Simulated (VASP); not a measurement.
# Settings for TiAl₃: electron localisation function

TiAl₃, I4/mmm (no. 139), 4 atoms in the cell. LDA, electron localisation function; PAW potentials Ti_sv, Al (LDA set). VASP 6.6.1.

Wanted: ELF midway between neighbours within 0.01; largest ELF farther than 0.7 Å from a nucleus within 0.02.

ELF midway between neighbours: taken midway between the nearest atoms of each pair of elements, bonded or not: Ti-Al (2.70 Å), Al-Al (2.70 Å), Ti-Ti (3.82 Å). Largest ELF farther than 0.7 Å from a nucleus: the largest value farther than 0.7 Å from every nucleus, which can lie in a semicore shell.

POSCAR:
```
TiAl3
1.0
   -1.9111067713      1.9111067713      4.2806687947
    1.9111067713     -1.9111067713      4.2806687947
    1.9111067713      1.9111067713     -4.2806687947
Ti Al
1 3
Direct
    0.0000000000      0.0000000000      0.0000000000
    0.2500000000      0.7500000000      0.5000000000
    0.7500000000      0.2500000000      0.5000000000
    0.5000000000      0.5000000000      0.0000000000
```

The series start from Cutoff ENCUT (eV): 500; k mesh: 7 × 7 × 7; PREC: Accurate; SCF threshold EDIFF (eV): 1e-6; LREAL: no. Each series keeps the choices made before it, and each single choice may use up half of a tolerance.

## Cutoff ENCUT (eV)

| Cutoff ENCUT (eV) | ELF midway between neighbours, largest deviation | Largest ELF farther than 0.7 Å from a nucleus | SCF iterations | Time (s) |
|---|---|---|---|---|
| 250 | 0.011 | 0.702 | 13 | 4.7 |
| 300 | 0.005 | 0.698 | 14 | 5.8 |
| 350 | 0.005 | 0.696 | 14 | 4.9 |
| 400 | 0.004 | 0.699 | 14 | 6.3 |
| 500 | 0.001 | 0.697 | 14 | 10 |
| 600 | 0.001 | 0.698 | 14 | 9.5 |
| 750 (reference) | 0.000 | 0.697 | 14 | 16 |

Chosen: 350, the loosest value from which every tighter one stays within half of the tolerance.

## k mesh

| k mesh | ELF midway between neighbours, largest deviation | Largest ELF farther than 0.7 Å from a nucleus | SCF iterations | Time (s) |
|---|---|---|---|---|
| 3 × 3 × 3 | 0.012 | 0.700 | 13 | 1.8 |
| 4 × 4 × 4 | 0.001 | 0.697 | 13 | 2.7 |
| 6 × 6 × 6 | 0.005 | 0.699 | 13 | 5.2 |
| 7 × 7 × 7 | 0.001 | 0.696 | 14 | 4.9 |
| 9 × 9 × 9 | 0.001 | 0.698 | 13 | 7.7 |
| 11 × 11 × 11 | 0.001 | 0.697 | 13 | 17 |
| 14 × 14 × 14 (reference) | 0.000 | 0.697 | 13 | 22 |

Chosen: 4 × 4 × 4.

## PREC

| PREC | ELF midway between neighbours, largest deviation | Largest ELF farther than 0.7 Å from a nucleus | SCF iterations | Time (s) |
|---|---|---|---|---|
| Normal | 0.043 | 0.738 | 13 | 1.7 |
| Accurate (reference) | 0.000 | 0.697 | 13 | 2.7 |

Chosen: Accurate; the one before it in the list is off by more than half of the tolerance.

## SCF threshold EDIFF (eV)

| SCF threshold EDIFF (eV) | ELF midway between neighbours, largest deviation | Largest ELF farther than 0.7 Å from a nucleus | SCF iterations | Time (s) |
|---|---|---|---|---|
| 0.001 | 0.000 | 0.697 | 12 | 2.3 |
| 0.0001 | 0.000 | 0.697 | 12 | 2.1 |
| 1e-5 | 0.000 | 0.697 | 13 | 2.6 |
| 1e-6 | 0.000 | 0.697 | 13 | 2.7 |
| 1e-7 (reference) | 0.000 | 0.697 | 14 | 2.6 |

Chosen: 0.001.

## LREAL

| LREAL | ELF midway between neighbours, largest deviation | Largest ELF farther than 0.7 Å from a nucleus | SCF iterations | Time (s) |
|---|---|---|---|---|
| no | 0.000 | 0.697 | 12 | 2.3 |
| Auto | 0.000 | 0.697 | 12 | 3.7 |

Chosen: no; no other choice that stays within half of the tolerance saves 30 % of the time.

## All choices together

| Input | ELF midway between neighbours, largest deviation | Largest ELF farther than 0.7 Å from a nucleus | Time (s) |
|---|---|---|---|
| program defaults, k points 0.5 per Å apart (naive) | 0.030 | 0.733 | 2.3 |
| chosen settings | 0.005 | 0.697 | 2.3 |
| reference settings throughout | 0.000 | 0.699 | 204 |

The tolerance is met.

Values of the reference run: ELF midway between neighbours: 0.3562, 0.6986, 0.4102.

## The input

INCAR:
```
SYSTEM = TiAl3
ALGO     = Normal         ! electronic algorithm
EDIFF    = 0.001          ! SCF threshold, eV
ENCUT    = 350            ! plane-wave cutoff, eV
GGA      = CA             ! functional
ISMEAR   = 0              ! smearing method
LASPH    = .TRUE.         ! aspherical terms in the spheres
LCHARG   = .FALSE.        ! write CHGCAR
LELF     = .TRUE.         ! ELF
LMAXMIX  = 4              ! l up to which the mixer works
LREAL    = .FALSE.        ! projectors in reciprocal space
LWAVE    = .FALSE.        ! write WAVECAR
NBANDS   = 18             ! bands
NELM     = 120            ! most SCF steps
NPAR     = 1            
PREC     = Accurate       ! precision mode
SIGMA    = 0.05           ! smearing width, eV
```

KPOINTS:
```
Automatic mesh
0
Gamma
  4 4 4
  0 0 0
```

Commands:
```
cat potpaw_LDA.64/Ti_sv/POTCAR potpaw_LDA.64/Al/POTCAR > POTCAR
mpirun -np 4 vasp_std > vasp.out
```

The chosen input took VASP 6.6.1 2.3 s on 4 cores (Intel Xeon 6975P-C (Granite Rapids)), a shared host.
